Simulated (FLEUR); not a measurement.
Here is a FLEUR MaX-R8.1 (later development tree) calculation.

inp.xml

```xml
<?xml version="1.0" encoding="UTF-8" standalone="no"?>
<fleurInput fleurInputVersion="0.39">
   <comment>
      MoS2                                                                                                
   </comment>
   <calculationSetup>
      <cutoffs Kmax="5.41" Gmax="16.8" GmaxXC="16.8" numbands="0"/>
      <scfLoop itmax="60" minDistance="0.00001" maxIterBroyd="15" imix="Anderson" alpha="0.05" precondParam="0.0" spinf="2.0" sdNocoIR="T"/>
      <coreElectrons ctail="T" frcor="F" kcrel="0" coretail_lmax="0"/>
      <xcFunctional name="vwn" relativisticCorrections="F"/>
      <magnetism jspins="1"/>
      <soc l_soc="F" theta="0.0" phi="0.0" spav="F"/>
      <expertModes spex="0" secvar="F"/>
      <geometryOptimization l_f="F" forcealpha="1.0" forcemix="BFGS" epsdisp="0.00001" epsforce="0.00001"/>
      <ldaU l_linMix="F" mixParam="0.05" spinf="1.0"/>
   </calculationSetup>
   <cell>
      <bzIntegration valenceElectrons="52.0" mode="hist" fermiSmearingEnergy="0.00183747">
         <kPointListSelection listName="default-1"/>
         <!-- k-points included here -->
         <xi:include xmlns:xi="http://www.w3.org/2001/XInclude" href="kpts.xml"> </xi:include>
      </bzIntegration>
      <!-- symmetry operations included here -->
      <xi:include xmlns:xi="http://www.w3.org/2001/XInclude" href="sym.xml"> </xi:include>
      <bulkLattice scale="1.0">
         <bravaisMatrix>
            <row-1>    5.9885420888573995     0.0000000000000000     0.0000000000000000</row-1>
            <row-2>   -2.9942710444286997     5.1862295805962786     0.0000000000000000</row-2>
            <row-3>    0.0000000000000000     0.0000000000000000    23.2889847595703969</row-3>
         </bravaisMatrix>
      </bulkLattice>
   </cell>
   <atomSpecies>
      <species name="Molybdenum (Mo)" element="Mo" atomicNumber="42">
         <mtSphere radius="2.41" gridPoints="797" logIncrement="0.016"/>
         <atomicCutoffs lmax="10" lnonsphr="10"/>
         <electronConfig flipSpins="F">
            <coreConfig>(1s1/2) (2s1/2) (2p1/2) (2p3/2) (3s1/2) (3p1/2) (3p3/2) (3d3/2) (3d5/2)</coreConfig>
            <valenceConfig>(4s1/2) (4p1/2) (4p3/2) (5s1/2) (4d3/2) (4d5/2)</valenceConfig>
            <stateOccupation state="(5s1/2)" spinUp="0.500000" spinDown="0.500000"/>
            <stateOccupation state="(4d3/2)" spinUp="1.000000" spinDown="1.000000"/>
            <stateOccupation state="(4d5/2)" spinUp="1.500000" spinDown="1.500000"/>
         </electronConfig>
         <energyParameters s="5" p="5" d="4" f="4"/>
         <lo type="SCLO" l="0" n="4" eDeriv="0"/>
         <lo type="SCLO" l="1" n="4" eDeriv="0"/>
         <lo type="SCLO" l="1" n="4" eDeriv="1"/>
         <lo type="SCLO" l="2" n="4" eDeriv="2"/>
         <lo type="SCLO" l="3" n="4" eDeriv="2"/>
      </species>
      <species name="Sulfur (S)" element="S" atomicNumber="16">
         <mtSphere radius="1.81" gridPoints="599" logIncrement="0.019"/>
         <atomicCutoffs lmax="8" lnonsphr="8"/>
         <electronConfig flipSpins="F">
            <coreConfig>(1s1/2) (2s1/2) (2p1/2) (2p3/2)</coreConfig>
            <valenceConfig>(3s1/2) (3p1/2) (3p3/2)</valenceConfig>
            <stateOccupation state="(3p1/2)" spinUp="0.666667" spinDown="0.666667"/>
            <stateOccupation state="(3p3/2)" spinUp="1.333333" spinDown="1.333333"/>
         </electronConfig>
         <energyParameters s="3" p="3" d="3" f="4"/>
         <lo type="SCLO" l="0" n="3" eDeriv="2"/>
         <lo type="SCLO" l="1" n="3" eDeriv="2"/>
         <lo type="SCLO" l="2" n="3" eDeriv="2"/>
         <lo type="SCLO" l="3" n="4" eDeriv="2"/>
      </species>
   </atomSpecies>
   <atomGroups>
      <atomGroup species="Molybdenum (Mo)">
         <relPos label="                   1">-1.000/3.000 1.000/3.000 -1.000/4.000</relPos>
         <relPos label="                   2">1.000/3.000 -1.000/3.000 1.000/4.000</relPos>
         <force calculate="T" relaxXYZ="TTT"/>
      </atomGroup>
      <atomGroup species="Sulfur (S)">
         <relPos label="                   3">-1.000/3.000 1.000/3.000 .3770000000</relPos>
         <relPos label="                   4">1.000/3.000 -1.000/3.000 -.1230000000</relPos>
         <relPos label="                   5">-1.000/3.000 1.000/3.000 .1230000000</relPos>
         <relPos label="                   6">1.000/3.000 -1.000/3.000 -.3770000000</relPos>
         <force calculate="T" relaxXYZ="TTT"/>
      </atomGroup>
   </atomGroups>
   <output dos="F" band="F" slice="F">
      <checks vchk="F" cdinf="F"/>
      <bandDOS minEnergy="-.5*Htr" maxEnergy="0.5*Htr" sigma="0.015" storeEVData="T"/>
      <vacuumDOS vacdos="F" integ="F" star="F" nstars="0" locx1="0.0" locy1="0.0" locx2="0.0" locy2="0.0" nstm="0" tworkf="0.0"/>
      <unfoldingBand unfoldBand="F" supercellX="1" supercellY="1" supercellZ="1"/>
      <plotting iplot="0" polar="F">
         <plot TwoD="T" vec1="  1.0  0.0  0.0" vec2="  0.0  1.0  0.0" vec3="  0.0  0.0  1.0" zero="  0.0  0.0  0.0" file="plot"/>
      </plotting>
      <chargeDensitySlicing numkpt="0" minEigenval="0.0" maxEigenval="0.0" nnne="0" pallst="F"/>
      <specialOutput eonly="F"/>
      <moessbauerParams electricFieldGradient="T" isomerShift="T" coreHyperfine="T" valenceHyperfine="T"/>
      <magneticCircularDichroism mcd="F" energyLo="-10.0" energyUp="0.0"/>
   </output>
  <!-- We include the file relax.xml here to enable relaxations (see documentation) -->
  <xi:include xmlns:xi="http://www.w3.org/2001/XInclude" href="relax.xml"> <xi:fallback/> </xi:include>
</fleurInput>
```

File crystal.txt:

```
MoS2
&input cartesian=F /
3.1690000000  0.0000000000  0.0000000000
-1.5845000000  2.7444345046  0.0000000000
0.0000000000  0.0000000000  12.3240000000
1.8897261246
1.0 1.0 1.0

6
42 0.6666666666  0.3333333332  0.7500000000
42 0.3333333332  0.6666666666  0.2500000000
16 0.6666666666  0.3333333332  0.3770000000
16 0.3333333332  0.6666666666  0.8770000000
16 0.6666666666  0.3333333332  0.1230000000
16 0.3333333332  0.6666666666  0.6230000000

&kpt div1=10 div2=10 div3=3 gamma=T /
```

inp.xml (bands)

```
<?xml version="1.0" encoding="UTF-8" standalone="no"?>
<fleurInput fleurInputVersion="0.39">
   <comment>
      MoS2                                                                                                
   </comment>
   <calculationSetup>
      <cutoffs Kmax="5.41" Gmax="16.8" GmaxXC="16.8" numbands="0"/>
      <scfLoop itmax="60" minDistance="0.00001" maxIterBroyd="15" imix="Anderson" alpha="0.05" precondParam="0.0" spinf="2.0" sdNocoIR="T"/>
      <coreElectrons ctail="T" frcor="F" kcrel="0" coretail_lmax="0"/>
      <xcFunctional name="vwn" relativisticCorrections="F"/>
      <magnetism jspins="1"/>
      <soc l_soc="F" theta="0.0" phi="0.0" spav="F"/>
      <expertModes spex="0" secvar="F"/>
      <geometryOptimization l_f="F" forcealpha="1.0" forcemix="BFGS" epsdisp="0.00001" epsforce="0.00001"/>
      <ldaU l_linMix="F" mixParam="0.05" spinf="1.0"/>
   </calculationSetup>
   <cell>
      <bzIntegration valenceElectrons="52.0" mode="hist" fermiSmearingEnergy="0.00183747">
         <kPointListSelection listName="path-1"/>
         <!-- k-points included here -->
         <xi:include xmlns:xi="http://www.w3.org/2001/XInclude" href="kpts.xml"> </xi:include>
      </bzIntegration>
      <!-- symmetry operations included here -->
      <xi:include xmlns:xi="http://www.w3.org/2001/XInclude" href="sym.xml"> </xi:include>
      <bulkLattice scale="1.0">
         <bravaisMatrix>
            <row-1>    5.9885420888573995     0.0000000000000000     0.0000000000000000</row-1>
            <row-2>   -2.9942710444286997     5.1862295805962786     0.0000000000000000</row-2>
            <row-3>    0.0000000000000000     0.0000000000000000    23.2889847595703969</row-3>
         </bravaisMatrix>
      </bulkLattice>
   </cell>
   <atomSpecies>
      <species name="Molybdenum (Mo)" element="Mo" atomicNumber="42">
         <mtSphere radius="2.41" gridPoints="797" logIncrement="0.016"/>
         <atomicCutoffs lmax="10" lnonsphr="10"/>
         <electronConfig flipSpins="F">
            <coreConfig>(1s1/2) (2s1/2) (2p1/2) (2p3/2) (3s1/2) (3p1/2) (3p3/2) (3d3/2) (3d5/2)</coreConfig>
            <valenceConfig>(4s1/2) (4p1/2) (4p3/2) (5s1/2) (4d3/2) (4d5/2)</valenceConfig>
            <stateOccupation state="(5s1/2)" spinUp="0.500000" spinDown="0.500000"/>
            <stateOccupation state="(4d3/2)" spinUp="1.000000" spinDown="1.000000"/>
            <stateOccupation state="(4d5/2)" spinUp="1.500000" spinDown="1.500000"/>
         </electronConfig>
         <energyParameters s="5" p="5" d="4" f="4"/>
         <lo type="SCLO" l="0" n="4" eDeriv="0"/>
         <lo type="SCLO" l="1" n="4" eDeriv="0"/>
         <lo type="SCLO" l="1" n="4" eDeriv="1"/>
         <lo type="SCLO" l="2" n="4" eDeriv="2"/>
         <lo type="SCLO" l="3" n="4" eDeriv="2"/>
      </species>
      <species name="Sulfur (S)" element="S" atomicNumber="16">
         <mtSphere radius="1.81" gridPoints="599" logIncrement="0.019"/>
         <atomicCutoffs lmax="8" lnonsphr="8"/>
         <electronConfig flipSpins="F">
            <coreConfig>(1s1/2) (2s1/2) (2p1/2) (2p3/2)</coreConfig>
            <valenceConfig>(3s1/2) (3p1/2) (3p3/2)</valenceConfig>
            <stateOccupation state="(3p1/2)" spinUp="0.666667" spinDown="0.666667"/>
            <stateOccupation state="(3p3/2)" spinUp="1.333333" spinDown="1.333333"/>
         </electronConfig>
         <energyParameters s="3" p="3" d="3" f="4"/>
         <lo type="SCLO" l="0" n="3" eDeriv="2"/>
         <lo type="SCLO" l="1" n="3" eDeriv="2"/>
         <lo type="SCLO" l="2" n="3" eDeriv="2"/>
         <lo type="SCLO" l="3" n="4" eDeriv="2"/>
      </species>
   </atomSpecies>
   <atomGroups>
      <atomGroup species="Molybdenum (Mo)">
         <relPos label="                   1">-1.000/3.000 1.000/3.000 -1.000/4.000</relPos>
         <relPos label="                   2">1.000/3.000 -1.000/3.000 1.000/4.000</relPos>
         <force calculate="T" relaxXYZ="TTT"/>
      </atomGroup>
      <atomGroup species="Sulfur (S)">
         <relPos label="                   3">-1.000/3.000 1.000/3.000 .3770000000</relPos>
         <relPos label="                   4">1.000/3.000 -1.000/3.000 -.1230000000</relPos>
         <relPos label="                   5">-1.000/3.000 1.000/3.000 .1230000000</relPos>
         <relPos label="                   6">1.000/3.000 -1.000/3.000 -.3770000000</relPos>
         <force calculate="T" relaxXYZ="TTT"/>
      </atomGroup>
   </atomGroups>
   <output dos="F" band="T" slice="F">
      <checks vchk="F" cdinf="F"/>
      <bandDOS minEnergy="-.5*Htr" maxEnergy="0.5*Htr" sigma="0.015" storeEVData="T"/>
      <vacuumDOS vacdos="F" integ="F" star="F" nstars="0" locx1="0.0" locy1="0.0" locx2="0.0" locy2="0.0" nstm="0" tworkf="0.0"/>
      <unfoldingBand unfoldBand="F" supercellX="1" supercellY="1" supercellZ="1"/>
      <plotting iplot="0" polar="F">
         <plot TwoD="T" vec1="  1.0  0.0  0.0" vec2="  0.0  1.0  0.0" vec3="  0.0  0.0  1.0" zero="  0.0  0.0  0.0" file="plot"/>
      </plotting>
      <chargeDensitySlicing numkpt="0" minEigenval="0.0" maxEigenval="0.0" nnne="0" pallst="F"/>
      <specialOutput eonly="F"/>
      <moessbauerParams electricFieldGradient="T" isomerShift="T" coreHyperfine="T" valenceHyperfine="T"/>
      <magneticCircularDichroism mcd="F" energyLo="-10.0" energyUp="0.0"/>
   </output>
  <!-- We include the file relax.xml here to enable relaxations (see documentation) -->
  <xi:include xmlns:xi="http://www.w3.org/2001/XInclude" href="relax.xml"> <xi:fallback/> </xi:include>
</fleurInput>
```

Potentials or basis: all-electron, FLAPW.

Command:

```bash
$ inpgen -f crystal.txt -profile fastHighL
$ # inp.xml edited to the form shown
$ mpirun -n 4 fleur_MPI -pe_per_kpt 1
$ mpirun -n 4 fleur_MPI -pe_per_kpt 1   # second run, on inp.xml (bands)
```

(1) Estimate the band gap on the k mesh.

(2) Predict the band gap along the path.

## Answers

(1) 0.85 eV, indirect (least direct gap 1.86 eV).

(2) 0.80 eV, indirect (least direct gap 1.65 eV).

**The experiment to reproduce.**

“Multiwavelength excitation Raman Scattering Analysis of bulk and 2 dimensional MoS2: Vibrational properties of atomically thin MoS2 layers”, 2015, arxiv:1506.03228 reports, for a bulk crystal of MoS2 at 300 K: band gap 1.3 eV (indirect).

A measured gap of MoS2 is 1.3 eV (indirect; 300 K; “Multiwavelength excitation Raman Scattering Analysis of bulk and 2 dimensional MoS2: Vibrational properties of atomically thin MoS2 layers”, 2015, arxiv:1506.03228); the calculated 0.80 eV misses it by -0.50 eV. Spin-orbit coupling on Mo is left out. The value is that of LDA, without temperature or zero-point motion. Semilocal functionals fall short of measured gaps as a rule.
